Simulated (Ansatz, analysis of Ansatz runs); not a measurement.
# Charge-transition level of the Mn on the Ga site in GaP (PBE)

How near does this set-up come to the measured charge-transition level? Subject: Mn on the Ga site in GaP. Set-up: PBE, 64-site cell, measured lattice, 420 eV, k: the single point 1/4 1/4 1/4 then 2x2x2 shifted 0.5 0.5 0.5. The model is a cell of 64 host atoms with 1 Ga taken out and 1 Mn put in. The level is the Fermi energy at which two charge states have equal formation energy, after a correction for the images of the charge. The measured lattice removes the functional's error in the volume.

**The experiment.** (0/-1) level above the valence-band top: 0.4 eV, by temperature-dependent Hall effect (quoted in “Electronic structure of transition-atom impurities in GaP”, 1985, V. A. Singh and Alex Zunger, quoting earlier work (1976)).

Calculated with Ansatz 0.2.0; plane-wave PAW DFT, PBE; relaxation of all atoms of a defect supercell.

Report form: the programs' logs are mostly left out.

### Step 1. Set-up

The cell holds 64 atoms: 31 Ga, 32 P and 1 Mn. Its edges and angles: a = 10.901 Å, b = 10.901 Å, c = 10.901 Å, α = 90.0°, β = 90.0°, γ = 90.0°. It derives from GaP (space group F-43m). Nearest the centre at fractional (0.500, 0.500, 0.500): Mn57 at 0.00 Å, P16 at 2.36 Å, P61 at 2.36 Å, P23 at 2.36 Å, P38 at 2.36 Å, Ga12 at 3.85 Å, Ga19 at 3.85 Å, Ga34 at 3.85 Å.

The host's primitive cell comes from a first run (plane-wave PAW DFT, PBE; relaxation of the host's atoms at the measured cell): vectors of 3.854, 3.854 and 3.854 Å. That is 20.24 Å³ an atom. The supercell is built on it.

### Step 2. Relaxation, charge 0

Every later number rests on the structure around the defect, so the atoms are relaxed at the host's lattice first.

relax0/input.yaml reads:

```yaml
relax:
  f_tol: 0.02
  max_steps: 80
  random_displacement: { amplitude: 0.05, seed: 779 }
crystal:
  lattice:
    - [10.901, 0.0, 0.0]
    - [0.0, 0.0, -10.901]
    - [0.0, 10.901, 0.0]
  atoms:
    - { symbol: Ga, position: [0.0, 0.0, 0.0] }
    - { symbol: Ga, position: [0.0, 0.25, 0.25] }
    - { symbol: Ga, position: [0.25, 0.0, 0.25] }
    - { symbol: Ga, position: [0.25, 0.25, 0.0] }
    - { symbol: P, position: [0.125, 0.125, 0.125] }
    - { symbol: P, position: [0.125, 0.375, 0.375] }
    - { symbol: P, position: [0.375, 0.125, 0.375] }
    - { symbol: P, position: [0.375, 0.375, 0.125] }
    - { symbol: Ga, position: [0.0, 0.0, 0.5] }
    - { symbol: Ga, position: [0.0, 0.25, 0.75] }
    - { symbol: Ga, position: [0.25, 0.0, 0.75] }
    - { symbol: Ga, position: [0.25, 0.25, 0.5] }
    - { symbol: P, position: [0.125, 0.125, 0.625] }
    - { symbol: P, position: [0.125, 0.375, 0.875] }
    - { symbol: P, position: [0.375, 0.125, 0.875] }
    - { symbol: P, position: [0.375, 0.375, 0.625] }
    - { symbol: Ga, position: [0.0, 0.5, 0.0] }
    - { symbol: Ga, position: [0.0, 0.75, 0.25] }
    - { symbol: Ga, position: [0.25, 0.5, 0.25] }
    - { symbol: Ga, position: [0.25, 0.75, 0.0] }
    - { symbol: P, position: [0.125, 0.625, 0.125] }
    - { symbol: P, position: [0.125, 0.875, 0.375] }
    - { symbol: P, position: [0.375, 0.625, 0.375] }
    - { symbol: P, position: [0.375, 0.875, 0.125] }
    - { symbol: Ga, position: [0.0, 0.5, 0.5] }
    - { symbol: Ga, position: [0.0, 0.75, 0.75] }
    - { symbol: Ga, position: [0.25, 0.5, 0.75] }
    - { symbol: Ga, position: [0.25, 0.75, 0.5] }
    - { symbol: P, position: [0.125, 0.625, 0.625] }
    - { symbol: P, position: [0.125, 0.875, 0.875] }
    - { symbol: P, position: [0.375, 0.625, 0.875] }
    - { symbol: P, position: [0.375, 0.875, 0.625] }
    - { symbol: Ga, position: [0.5, 0.0, 0.0] }
    - { symbol: Ga, position: [0.5, 0.25, 0.25] }
    - { symbol: Ga, position: [0.75, 0.0, 0.25] }
    - { symbol: Ga, position: [0.75, 0.25, 0.0] }
    - { symbol: P, position: [0.625, 0.125, 0.125] }
    - { symbol: P, position: [0.625, 0.375, 0.375] }
    - { symbol: P, position: [0.875, 0.125, 0.375] }
    - { symbol: P, position: [0.875, 0.375, 0.125] }
    - { symbol: Ga, position: [0.5, 0.0, 0.5] }
    - { symbol: Ga, position: [0.5, 0.25, 0.75] }
    - { symbol: Ga, position: [0.75, 0.0, 0.75] }
    - { symbol: Ga, position: [0.75, 0.25, 0.5] }
    - { symbol: P, position: [0.625, 0.125, 0.625] }
    - { symbol: P, position: [0.625, 0.375, 0.875] }
    - { symbol: P, position: [0.875, 0.125, 0.875] }
    - { symbol: P, position: [0.875, 0.375, 0.625] }
    - { symbol: Ga, position: [0.5, 0.5, 0.0] }
    - { symbol: Ga, position: [0.5, 0.75, 0.25] }
    - { symbol: Ga, position: [0.75, 0.5, 0.25] }
    - { symbol: Ga, position: [0.75, 0.75, 0.0] }
    - { symbol: P, position: [0.625, 0.625, 0.125] }
    - { symbol: P, position: [0.625, 0.875, 0.375] }
    - { symbol: P, position: [0.875, 0.625, 0.375] }
    - { symbol: P, position: [0.875, 0.875, 0.125] }
    - { symbol: Mn, position: [0.5, 0.5, 0.5], spin: 4.0 }
    - { symbol: Ga, position: [0.5, 0.75, 0.75] }
    - { symbol: Ga, position: [0.75, 0.5, 0.75] }
    - { symbol: Ga, position: [0.75, 0.75, 0.5] }
    - { symbol: P, position: [0.625, 0.625, 0.625] }
    - { symbol: P, position: [0.625, 0.875, 0.875] }
    - { symbol: P, position: [0.875, 0.625, 0.875] }
    - { symbol: P, position: [0.875, 0.875, 0.625] }
  host:
    repeats: [2, 2, 2]
    atoms:
      - { symbol: Ga, position: [0.0, 0.0, 0.0] }
      - { symbol: Ga, position: [0.0, 0.5, 0.5] }
      # ... 6 more atoms of the perfect host
basis:
  ecutwfc: 420
  xc_grid: 2
hamiltonian:
  xc: pbe
kpoints:
  mp_grid: { grid: [1, 1, 1], shift: [0.25, 0.25, 0.25] }
magnetization:
  spin_polarized: true
  initial_magnetization: 4
  spin_locking: { lock_magnetization: hard }
scf:
  occupations: { method: fermi_dirac, width: 0.01 }
  max_iter: 120
output:
  forces: true
  charged_corrections:
    epsilon: 10.37
    static_epsilon: 12.42
    defect_position: [0.5, 0.5, 0.5]
checkpoint:
  write: "../relax0.run"
  compress: false
  write_wavefunctions: true
  write_every: 100000
```

The run is started by

```bash
ansatz run input.yaml --threads 4 --pin off --max-ram 14131MiB --backend cpu --events-out ev --progress --plain --runs-dir out
```

Run time: 6.5 min. Hardware: 4 threads of Arm Neoverse V2, shared host; peak memory 4.7 GiB.

The steps of the relaxation:

| step | energy less that of the first step (eV) | largest force component (eV/Å) |
| --- | --- | --- |
| 1 | 0.0000 | 1.0514 |
| 2 | -0.7319 | 0.3174 |
| 3 | -0.8308 | 0.1172 |
| 4 | -0.8278 | 0.2634 |
| 5 | -0.8434 | 0.0306 |
| 6 | -0.8437 | 0.0192 |

Relaxation step 4 was tried and not accepted.

The atoms that moved most (Å, from the sites as typed, ahead of the random displacement, the mean shift of all atoms taken out):

```csv
atom,dx,dy,dz,length
P23,-0.036,0.059,0.019,0.071
P16,-0.006,-0.052,-0.032,0.062
P61,-0.035,-0.035,0.032,0.059
Ga42,0.018,-0.033,-0.029,0.047
Ga50,0.004,0.037,0.025,0.044
Mn57,-0.004,-0.039,0.017,0.043
P38,0.000,0.033,0.023,0.040
Ga44,0.028,-0.007,0.014,0.032
```

Neighbours of Mn57 at the end:

| atom | distance (Å) |
| --- | --- |
| P23 | 2.323 |
| P38 | 2.324 |
| P16 | 2.325 |
| P61 | 2.337 |
| Ga50 | 3.795 |
| Ga34 | 3.808 |
| Ga51 | 3.816 |
| Ga19 | 3.820 |
| Ga42 | 3.826 |
| Ga12 | 3.848 |
| Ga27 | 3.863 |
| Ga60 | 3.864 |
| Ga59 | 3.869 |
| Ga44 | 3.875 |
| Ga58 | 3.876 |

Numbers from this step:

- free energy: -145379.9890 eV
- total moment: 4 μB
- integral of the absolute spin density: 4.700 μB
- spin contamination: 0.2762

The relaxation ends 13 meV an atom lower than the displaced start, with a largest force component of 0.019 eV/Å.

### Step 3. Relaxation, charge −1

The input displaces the atoms at random before the relaxation, so that it can leave a symmetric saddle if there is one.

relax1/input.yaml reads:

```yaml
relax:
  f_tol: 0.02
  max_steps: 80
  random_displacement: { amplitude: 0.05, seed: 779 }
crystal:
  lattice:
    - [10.901, 0.0, 0.0]
    - [0.0, 0.0, -10.901]
    - [0.0, 10.901, 0.0]
  atoms:
    - { symbol: Ga, position: [0.0, 0.0, 0.0] }
    - { symbol: Ga, position: [0.0, 0.25, 0.25] }
[... 9 atom lines left out ...]
    - { symbol: Ga, position: [0.25, 0.25, 0.5] }
[... 3 atom lines left out ...]
    - { symbol: P, position: [0.375, 0.375, 0.625] }
[... 2 atom lines left out ...]
    - { symbol: Ga, position: [0.25, 0.5, 0.25] }
[... 3 atom lines left out ...]
    - { symbol: P, position: [0.375, 0.625, 0.375] }
[... 3 atom lines left out ...]
    - { symbol: Ga, position: [0.25, 0.5, 0.75] }
    - { symbol: Ga, position: [0.25, 0.75, 0.5] }
[... 5 atom lines left out ...]
    - { symbol: Ga, position: [0.5, 0.25, 0.25] }
[... 3 atom lines left out ...]
    - { symbol: P, position: [0.625, 0.375, 0.375] }
[... 5 atom lines left out ...]
    - { symbol: Ga, position: [0.75, 0.25, 0.5] }
[... 5 atom lines left out ...]
    - { symbol: Ga, position: [0.5, 0.75, 0.25] }
[... 6 atom lines left out ...]
    - { symbol: Mn, position: [0.5, 0.5, 0.5], spin: 5.0 }
[... 3 atom lines left out ...]
    - { symbol: P, position: [0.625, 0.625, 0.625] }
[... 2 atom lines left out ...]
    - { symbol: P, position: [0.875, 0.875, 0.625] }
  host:
    repeats: [2, 2, 2]
    atoms:
      - { symbol: Ga, position: [0.0, 0.0, 0.0] }
      - { symbol: Ga, position: [0.0, 0.5, 0.5] }
      # ... 6 more atoms of the perfect host
total_charge: -1
basis:
  ecutwfc: 420
  xc_grid: 2
hamiltonian:
  xc: pbe
kpoints:
  mp_grid: { grid: [1, 1, 1], shift: [0.25, 0.25, 0.25] }
magnetization:
  spin_polarized: true
  initial_magnetization: 5
  spin_locking: { lock_magnetization: hard }
scf:
  occupations: { method: fermi_dirac, width: 0.01 }
  max_iter: 120
output:
  forces: true
  charged_corrections:
    epsilon: 10.37
    static_epsilon: 12.42
    defect_position: [0.5, 0.5, 0.5]
checkpoint:
  write: "../relax1.run"
  compress: false
  write_wavefunctions: true
  write_every: 100000
```

Run time: 5.5 min. Hardware: 4 threads; peak memory 4.7 GiB.

Relaxation path:

```
step  energy less that of the first step (eV)  largest force component (eV/Å)
   1                                   0.0000                          1.0752
   2                                  -0.7335                          0.2887
   3                                  -0.8302                          0.0310
   4                                  -0.8294                          0.0362
   5                                  -0.8303                          0.0276
   6                                  -0.8311                          0.0028
```

Relaxation step 4 was tried and not accepted.

The atoms that moved most (Å, from the sites as typed, ahead of the random displacement, the mean shift of all atoms taken out):

| atom | dx | dy | dz | length |
| --- | --- | --- | --- | --- |
| P61 | -0.021 | -0.021 | 0.021 | 0.036 |
| Mn57 | -0.019 | -0.020 | 0.019 | 0.034 |
| Ga19 | 0.010 | 0.010 | -0.030 | 0.033 |
| Ga12 | 0.010 | 0.030 | -0.010 | 0.033 |
| Ga34 | 0.030 | 0.010 | -0.010 | 0.033 |
| Ga60 | -0.015 | 0.024 | 0.015 | 0.032 |
| Ga58 | 0.024 | -0.015 | 0.015 | 0.032 |
| Ga59 | -0.015 | -0.015 | -0.024 | 0.032 |

Neighbours of Mn57 at the end:

```csv
atom,distance (Å)
P16,2.354
P38,2.354
P23,2.354
P61,2.358
Ga19,3.813
Ga34,3.813
Ga12,3.813
Ga51,3.848
Ga42,3.849
Ga50,3.849
Ga28,3.849
Ga27,3.849
Ga44,3.849
Ga58,3.860
Ga60,3.861
Ga59,3.861
```

This step gave:

```yaml
free_energy: -145372.5917 eV
total_moment: 5 μB
integral_of_the_absolute_spin_density: 5.125 μB
spin_contamination: 0.03256
```

The relaxation ends 13 meV an atom lower than the displaced start, with a largest force component of 0.0028 eV/Å.

### Step 4. Single point, charge 0

The relaxed structure is kept, and the final numbers are taken at the final level and k-points.

This step: plane-wave PAW DFT, PBE; single point of a defect supercell.

point0/input.yaml reads:

```yaml
crystal:
  lattice:
    - [10.901, 0.0, 0.0]
    - [0.0, 0.0, -10.901]
    - [0.0, 10.901, 0.0]
  atoms:
    - { symbol: Ga, position: [0.000867827, 0.000445293, -0.000239453] }
    - { symbol: Ga, position: [0.001136815, 0.24982825, 0.248938348] }
[... 13 atom lines left out ...]
    - { symbol: P, position: [0.375195004, 0.378264378, 0.619838899] }
[... 2 atom lines left out ...]
    - { symbol: Ga, position: [0.250444841, 0.501155722, 0.250403242] }
[... 3 atom lines left out ...]
    - { symbol: P, position: [0.372424429, 0.623536227, 0.380029677] }
[... 3 atom lines left out ...]
    - { symbol: Ga, position: [0.25138109, 0.502172677, 0.748272072] }
[... 6 atom lines left out ...]
    - { symbol: Ga, position: [0.502692098, 0.250387699, 0.250380565] }
[... 3 atom lines left out ...]
    - { symbol: P, position: [0.625683116, 0.373225791, 0.37771179] }
[... 3 atom lines left out ...]
    - { symbol: Ga, position: [0.50235716, 0.252977175, 0.746641093] }
[... 7 atom lines left out ...]
    - { symbol: Ga, position: [0.501051922, 0.748038102, 0.253005293] }
[... 6 atom lines left out ...]
    - { symbol: Mn, position: [0.500322472, 0.498722522, 0.496046713], spin: 4.0 }
    - { symbol: Ga, position: [0.502705918, 0.749487308, 0.748077764] }
    - { symbol: Ga, position: [0.750256728, 0.502363388, 0.747985828] }
[... 1 atom line left out ...]
    - { symbol: P, position: [0.622483084, 0.622402382, 0.621457005] }
[... 2 atom lines left out ...]
    - { symbol: P, position: [0.875500348, 0.87557929, 0.625210384] }
  host:
    repeats: [2, 2, 2]
    atoms:
      - { symbol: Ga, position: [0.0, 0.0, 0.0] }
      - { symbol: Ga, position: [0.0, 0.5, 0.5] }
      # ... 6 more atoms of the perfect host
basis:
  ecutwfc: 420
  xc_grid: 2
hamiltonian:
  xc: pbe
kpoints:
  mp_grid: { grid: [2, 2, 2], shift: [0.5, 0.5, 0.5] }
magnetization:
  spin_polarized: true
  initial_magnetization: 4
  spin_locking: { lock_magnetization: hard }
scf:
  occupations: { method: fermi_dirac, width: 0.01 }
  max_iter: 120
output:
  forces: true
  charged_corrections:
    epsilon: 10.37
    static_epsilon: 12.42
    defect_position: [0.5, 0.5, 0.5]
  eigenvalues: true
checkpoint:
  read: "../relax0.run"
  write: "../point0.run"
  compress: false
  write_wavefunctions: true
  write_every: 100000
```

Elapsed: 5.1 min, on 4 threads; peak memory 8.3 GiB; 20 min of CPU time.

Numbers from this step:

* free energy: -145379.9600 eV
* smearing term TS: 0.004213 eV
* total moment: 4 μB
* integral of the absolute spin density: 4.552 μB
* spin contamination: 0.3056

### Step 5. Single point, charge −1

This step: plane-wave PAW DFT, PBE; single point of a defect supercell.

point1/input.yaml reads:

```yaml
crystal:
  lattice:
    - [10.901, 0.0, 0.0]
    - [0.0, 0.0, -10.901]
    - [0.0, 10.901, 0.0]
  atoms:
    - { symbol: Ga, position: [0.000857444, 0.00042028, -0.000198066] }
    - { symbol: Ga, position: [0.001570999, 0.251048427, 0.250341538] }
[... 9 atom lines left out ...]
    - { symbol: Ga, position: [0.251651598, 0.251176937, 0.50239131] }
[... 3 atom lines left out ...]
    - { symbol: P, position: [0.375809179, 0.375386734, 0.625554722] }
[... 2 atom lines left out ...]
    - { symbol: Ga, position: [0.25160173, 0.503054365, 0.250565657] }
[... 3 atom lines left out ...]
    - { symbol: P, position: [0.375772599, 0.626254408, 0.374695555] }
[... 3 atom lines left out ...]
    - { symbol: Ga, position: [0.251231988, 0.498595832, 0.749420081] }
[... 6 atom lines left out ...]
    - { symbol: Ga, position: [0.503458574, 0.251206372, 0.250557455] }
[... 3 atom lines left out ...]
    - { symbol: P, position: [0.626644051, 0.375357382, 0.374731739] }
[... 18 atom lines left out ...]
    - { symbol: Mn, position: [0.498937121, 0.498548693, 0.497842703], spin: 5.0 }
    - { symbol: Ga, position: [0.502929914, 0.748914273, 0.748268588] }
    - { symbol: Ga, position: [0.749320418, 0.502512836, 0.748290002] }
    - { symbol: Ga, position: [0.749378347, 0.748912761, 0.501871632] }
    - { symbol: P, position: [0.623812717, 0.623383802, 0.622742837] }
[... 2 atom lines left out ...]
    - { symbol: P, position: [0.875560132, 0.875137198, 0.624310029] }
  host:
    repeats: [2, 2, 2]
    atoms:
      - { symbol: Ga, position: [0.0, 0.0, 0.0] }
      - { symbol: Ga, position: [0.0, 0.5, 0.5] }
      # ... 6 more atoms of the perfect host
total_charge: -1
basis:
  ecutwfc: 420
  xc_grid: 2
hamiltonian:
  xc: pbe
kpoints:
  mp_grid: { grid: [2, 2, 2], shift: [0.5, 0.5, 0.5] }
magnetization:
  spin_polarized: true
  initial_magnetization: 5
  spin_locking: { lock_magnetization: hard }
scf:
  occupations: { method: fermi_dirac, width: 0.01 }
  max_iter: 120
output:
  forces: true
  charged_corrections:
    epsilon: 10.37
    static_epsilon: 12.42
    defect_position: [0.5, 0.5, 0.5]
  eigenvalues: true
checkpoint:
  read: "../relax1.run"
  write: "../point1.run"
  compress: false
  write_wavefunctions: true
  write_every: 100000
```

Elapsed: 5 min, on 4 threads; peak memory 8.3 GiB; 19 min of CPU time.

Numbers from this step:

```yaml
free_energy: -145372.5884 eV
total_moment: 5 μB
integral_of_the_absolute_spin_density: 5.094 μB
spin_contamination: 0.03204
```

### Step 6. Charge-transition levels

A charged cell feels its images and has its own zero of potential; this step corrects both and places the level between the host's band edges.

This step: place-levels on PBE runs: charge-transition levels with image-charge correction and potential alignment at the atomic sites.

levels.yaml reads:

```yaml
host:
  run: host.point.run
  levels_from: { run: edges.run }
states: [point0.run, point1.run]
geometry_from:
  point0.run: relax0.run
  point1.run: relax1.run
  host.point.run: host.relax.run
```

The run is started by

```bash
ansatz place-levels levels.yaml -- --threads 4 --pin off --max-ram 14131MiB
```

Run time: 0.16 s. Hardware: 4 threads.

Numbers from this step:

* gap: 1.591 eV

### Step 7. Results

- static dielectric constant used: 12.4
- band gap of the host: 1.59 eV
- (0/-1) level above the valence-band top: 0.41 eV
- time of the whole chain: 24 min on 4 threads

In words: (0/-1) level above the valence-band top: computed 0.41 eV, measured 0.4 eV; 0.01 eV above the measurement. The level is counted in a gap of 1.59 eV, and the correction is screened by a dielectric constant of 12.4 from a linear-response run on the host (PBE). Levels hang on the band edges, which semilocal functionals place too close together. The total moment is locked at the high-spin value, which doesn't force the spin onto the d shell; spin-orbit coupling, which lowers the gap of these hosts' heavier members, is left out. Limits: the total moment of each charge state is locked at an assumed value.

[Logs are printed without paths, hosts, clocks, repeated set-up lines and the standing remarks that a program may print on its own settings, such as how far it seeks lower states.]

[Hosts, paths, dates, database ids (printed as entryN), source tags and the programs' standing remarks are cut or masked in the printed files.]

[For some hosts the program warned that the k-mesh of the response run may be too coarse for force constants and the static dielectric constant; such warnings are not shown here.]
